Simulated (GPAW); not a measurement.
# NiO (Fm-3m) in GPAW: a series of runs

The runs below take NiO through equation of state, band structure, with PBE, MS2, revTPSS.

Everything below comes from runs of GPAW 26.7.0. Logs are shortened: lines on timing, memory, paths and dates and some standing lists are left out, and cuts for length are marked. The log counts tension as positive stress, the text compression.

**Measured values to compare with.**

“Local correlations, non-local screening, multiplets, and band formation in NiO”, 2012, arxiv:1210.6675 quotes, for a bulk crystal of NiO: band gap 4.3 eV.

The runs below are set against these values where they give the same quantity.

## (1) Starting point

It takes space group Fm-3m (No. 225, cubic). The conventional cell has a = 4.172 Å, b = 4.172 Å, c = 4.172 Å, α = 90.00°, β = 90.00°, γ = 90.00°. Ni (site symmetry m-3m) has 6 O at 2.09 Å as nearest neighbours. Around O (site symmetry m-3m) lie 6 Ni at 2.09 Å.

## (2) Equation of state, PBE, collinear spin, ferromagnetic start

run.py

```python
from ase.eos import EquationOfState
from ase.io import Trajectory, read
from ase.units import GPa
from gpaw import GPAW, PW

atoms = read('POSCAR')
atoms.set_initial_magnetic_moments([1.0, 0.0])

traj = Trajectory('eos.traj', 'w')
volumes, energies = [], []
for x in [0.94, 0.96, 0.98, 1.0, 1.02, 1.04, 1.06]:
    a = atoms.copy()
    a.set_cell(atoms.cell * x**(1 / 3), scale_atoms=True)
    calc = GPAW(mode=PW(800),
                xc='PBE',
                kpts={'size': (8, 8, 8), 'gamma': True},
                occupations={'name': 'fermi-dirac', 'width': 0.05},
                setups={'Ni': '10'},
                nbands=-11,
                convergence={'density': 1e-05, 'energy': 1e-05},
                maxiter=150,
                txt=f'eos-{x:.2f}.txt')
    a.calc = calc
    energies.append(a.get_potential_energy(force_consistent=True))
    volumes.append(a.get_volume())
    p = -a.get_stress()[:3].mean() / GPa
    calc.write(f'eos-{x:.2f}.gpw')
    traj.write(a)
    print(f'{x:.2f} {volumes[-1]:10.4f} A^3 {energies[-1]:14.6f} eV {p:9.3f} GPa', flush=True)

v0, e0, B = EquationOfState(volumes, energies, eos='birchmurnaghan').fit()
print(f'V0 = {v0:.4f} A^3, E0 = {e0:.6f} eV, B0 = {B / GPa:.2f} GPa')
```

POSCAR

```
NiO
1.0
    0.0000000000      2.0859016414      2.0859016414
    2.0859016414      0.0000000000      2.0859016414
    2.0859016414      2.0859016414      0.0000000000
Ni O
1 1
Direct
    0.0000000000      0.0000000000      0.0000000000
    0.5000000000      0.5000000000      0.5000000000
```

Potentials or basis: GPAW PAW data sets (gpaw-data 1.2.1), other valence, pw.

Run with:

```
$ OMP_NUM_THREADS=1 python run.py
```

The program printed:

```text
__  _  _
 | _ |_)|_||  |
 |__||  | ||/\| - 26.7.0

Input parameters:
  mode=PW(ecut=800.0),
  convergence={'density': 1e-05, 'energy': 1e-05},
  kpts=MonkhorstPack(size=(8, 8, 8), gamma=True),
  maxiter=150,
  nbands=-11,
  occupations=Occupations(name='fermi-dirac', width=0.05),
  setups={'Ni': '10'},
  xc=XC(name='PBE')

Diagonalizing LCAO Hamiltonian
Converting LCAO to pw mode

              O

       Ni

Atoms  # Å, Bohr magnetons
|   | symbol |        x |        y |        z |    initial magnetic moments |
|---|--------|----------|----------|----------|-----------------------------|
| 0 |     Ni | 0.000000 | 0.000000 | 0.000000 | ( 0.0000,  0.0000,  1.0000) |
| 1 |      O | 2.057710 | 2.057710 | 2.057710 | ( 0.0000,  0.0000,  0.0000) |

Unit cell  # Å
| periodic |        x |        y |        z |  lengths |    angles |
|----------|----------|----------|----------|----------|-----------|
|      yes | 0.000000 | 2.057710 | 2.057710 | 2.910042 | 60.000000 |
|      yes | 2.057710 | 0.000000 | 2.057710 | 2.910042 | 60.000000 |
|      yes | 2.057710 | 2.057710 | 0.000000 | 2.910042 | 60.000000 |

Number of symmetries: 48
[... 51 lines left out ...]

BZ-sampling:
  Number of BZ points: 512
  Number of IBZ points: 29

  Monkhorst-Pack size: [8, 8, 8]
  Monkhorst-Pack shift: [0.0625, 0.0625, 0.0625]

K-points  # in reciprocal-cell coordinates
|     |                                coordinates |     weight |
|-----|--------------------------------------------|------------|
|   0 | (  0.00000000,   0.00000000,   0.00000000) | 0.00195312 |
|   1 | (  0.12500000,   0.12500000,   0.00000000) | 0.01171875 |
|   2 | (  0.12500000,   0.12500000,   0.12500000) | 0.01562500 |
|   3 | (  0.25000000,   0.12500000,   0.12500000) | 0.02343750 |
|   4 | (  0.25000000,   0.25000000,   0.00000000) | 0.01171875 |
|   5 | (  0.25000000,   0.25000000,   0.12500000) | 0.04687500 |
|   6 | (  0.25000000,   0.25000000,   0.25000000) | 0.01562500 |
|   7 | (  0.37500000,   0.25000000,  -0.37500000) | 0.04687500 |
|   8 | (  0.37500000,   0.25000000,   0.12500000) | 0.04687500 |
|   9 | (  0.37500000,   0.25000000,   0.25000000) | 0.04687500 |
| ... |                                            |            |
|  28 | (  0.50000000,   0.50000000,   0.50000000) | 0.00781250 |

Plane wave coefficients: 934
Cutoff: 800.0 eV

Spin-components: 2 (collinear spins)
Bands:           19
Projectors:      11
Spin-degeneracy: 1
Datatype:        complex128

Parallelization:
  kpt:    1
  domain: 1
  band:   1

Density:
  Valence electrons: 16.0
  Components: 2
  Grid points: [20 20 20]
  Charge: 0.0  # |e|

Potential:
  Grid points: [20 20 20]

species:
  Ni:
    name:    Nickel
    Z:       28.0
    valence: 10
    core:    18
    charge:  0.0  # [|e|]
    compensation charges:
      type: gauss
      rc: 0.30  # [Å]
      lmax: 2
    cutoffs:
      filter: 1.77  # [Å]
      core: 2.43  # [Å]
    projectors
    | kind |    occ | energy [eV] | rcut [Å] |
    |------|--------|-------------|----------|
    |   4s |  2.000 |      -5.641 |    0.953 |
    |   4p |  0.000 |      -1.226 |    1.005 |
    |   3d |  8.000 |      -8.875 |    0.953 |
    |    s |        |      21.570 |    0.953 |
    |    p |        |      25.986 |    1.005 |
    |    d |        |      18.337 |    0.953 |

    Using partial waves for Ni as LCAO basis

  O:
    name:    Oxygen
    Z:       8.0
    valence: 6
    core:    2
    charge:  0.0  # [|e|]
    compensation charges:
      type: gauss
      rc: 0.21  # [Å]
      lmax: 2
    cutoffs:
      filter: 1.17  # [Å]
      core: 0.83  # [Å]
    projectors
    | kind |    occ | energy [eV] | rcut [Å] |
    |------|--------|-------------|----------|
    |   2s |  2.000 |     -23.961 |    0.688 |
    |   2p |  4.000 |      -9.029 |    0.598 |
    |    s |        |       3.251 |    0.688 |
    |    p |        |      18.182 |    0.598 |
    |    d |        |       0.000 |    0.619 |

    Using partial waves for O as LCAO basis

Reference energy: -43408.850746  # eV

eigensolver:
  PPCG
  Converge bands: occupied
  niter=2

density mixing:
  MSR1-Mixer
  Pratt-step length: 0.05
  Maximum mixing coefficient: 0.75
  Old densities: 10
  SVD Regularization: 0.005
  Good broyden scale: 1.0
  Trust region scale: 1.0
  Backstep threshold: 4.0
  History deletion threshold: 6.0
  Fourier metric: weight=20.0, sigma=0.015

occupation numbers:
  Fermi-Dirac:
    width: 0.0500  # eV

poisson solver:
  ecut: 6400.0  # eV

xc functional:
  name: PBE with 2 nearest neighbor stencil

convergence criteria:
- Maximum integral of absolute [dens]ity change: 1e-05 electrons / valence electron
- Maximum [total energy] change in last 3 cyles: 1e-05 eV / valence electron
- Maximum integral of absolute [eigenst]ate change: 4e-08 eV^2 / valence electron
maximum number of iterations: 150

SCF iterations
|iter     | |      energy | eigst |  dens |  magmom |
|---------|-|-------------|-------|-------|---------|
|iter:   1| |  -13.658324 | -0.02 |       |  +1.0007|
|iter:   2| |  -13.561267 | -2.24 | -1.00 |  +0.9918|
|iter:   3| |  -13.340775 | -1.72 | -1.03 |  +0.8589|
|iter:   4| |  -13.352268 | -2.26 | -1.52 |  +0.8464|
|iter:   5| |  -13.326686 | -2.92 | -1.61 |  +0.8308|
|iter:   6| |  -13.333938 | -3.84 | -2.02 |  +0.8359|
|iter:   7| |  -13.335209 | -5.39 | -2.26 |  +0.8574|
|iter:   8| |  -13.353670 | -2.43 | -2.24 |  +1.4919|
|iter:   9| |  -13.325413 | -2.12 | -2.14 |  +2.1434|
|iter:  10| |  -13.351709 | -2.16 | -1.73 |  +1.4329|
|iter:  11| |  -13.350674 | -3.37 | -2.56 |  +1.2752|
[... 26 lines left out ...]
|iter:  38| |  -13.358123 | -3.04 | -2.26 |  +1.6354|
|iter:  39| |  -13.355973 | -3.90 | -2.83 |  +1.5544|
|iter:  40| |  -13.353598 | -4.07 | -2.65 |  +1.4786|
|iter:  41| |  -13.354635 | -4.77 | -2.58 |  +1.5120|
|iter:  42| |  -13.356084 | -4.48 | -2.60 |  +1.5590|
|iter:  43| |  -13.358334 | -3.89 | -2.66 |  +1.6504|
|iter:  44| |  -13.359461 | -3.89 | -3.03 |  +1.7446|
|iter:  45| |  -13.358902 | -4.27 | -3.02 |  +1.6839|
|iter:  46| |  -13.359158 | -5.21 | -3.38 |  +1.7043|
|iter:  47| |  -13.359136 | -7.34 | -4.42 |  +1.7023|
|iter:  48| |  -13.359139c| -7.72c| -5.01c|  +1.7026|

Converged in 48 steps
Energy contributions relative to reference atoms: (reference = -43408.850746)

Energy contributions:
  Kinetic:          34.104599
  Coulomb:         -28.910065
  Zero:             -0.109647
  External:          0.000000
  Xc:              -18.438221
  Entropy:          -0.011611
  Spinorbit:         0.000000
  ----------------------------
  Free energy:     -13.364945
  Extrapolated:    -13.359139

dipole moment: (-11.781024, -11.781024, -11.781024)  # |e|*Ang

Total magnetic moment: (0.000000, 0.000000, 1.702589)

Local magnetic moments
|        x |        y |        z |
|----------|----------|----------|
| 0.000000 | 0.000000 | 1.387196 |  # Ni   0
| 0.000000 | 0.000000 | 0.201449 |  # O    1

Fermi level: 9.862
Eigenvalues  # (at kpt = [0.000, 0.000, 0.000])
| band index |      eig [eV] | occ [0-1] |      eig [eV] | occ [0-1] |
|------------|---------------|-----------|---------------|-----------|
|          0 |       -11.052 |     1.000 |       -10.644 |     1.000 |
|          1 |         6.559 |     1.000 |         7.039 |     1.000 |
|          2 |         6.559 |     1.000 |         7.039 |     1.000 |
|          3 |         6.559 |     1.000 |         7.039 |     1.000 |
|          4 |         6.647 |     1.000 |         7.867 |     1.000 |
|          5 |         6.647 |     1.000 |         7.867 |     1.000 |
[... 9 lines left out ...]
|         15 |        28.916 |     0.000 |        29.148 |     0.000 |
|         16 |        28.916 |     0.000 |        29.148 |     0.000 |
|        ... |               |           |               |           |
|         18 |        32.768 |     0.000 |        33.226 |     0.000 |

No gap
No difference between direct/indirect transitions

Stress tensor  # eV/Ang^3
|         x |         y |         z |
|-----------|-----------|-----------|
| -0.097561 |  0.000000 | -0.000000 |
|  0.000000 | -0.097561 | -0.000000 |
| -0.000000 | -0.000000 | -0.097561 |

# Writing to eos-0.96.gpw (mode='')
```

Wall time 6.5 min (1 thread of Arm Neoverse V1, shared host); peak memory 0.27 GiB.

Results:

```
Equilibrium volume : 9.20 Å³/atom (rough: see the caveat)
Bulk modulus       : 1115 GPa (rough)
```

Energy against volume, from the lowest point:
| volume (Å³/atom) | energy (meV/atom) |
| --- | --- |
| 8.531 | 53.15 |
| 8.713 | 33.44 |
| 8.894 | 17.79 |
| 9.076 | 7.26 |
| 9.257 | 1.48 |
| 9.439 | 0.00 |
| 9.620 | 85.52 |

Caveat: the energies scatter about the fit; the fit is doubtful: noisy points or a state that changes with volume.

(Continued in part 2 of 2.)
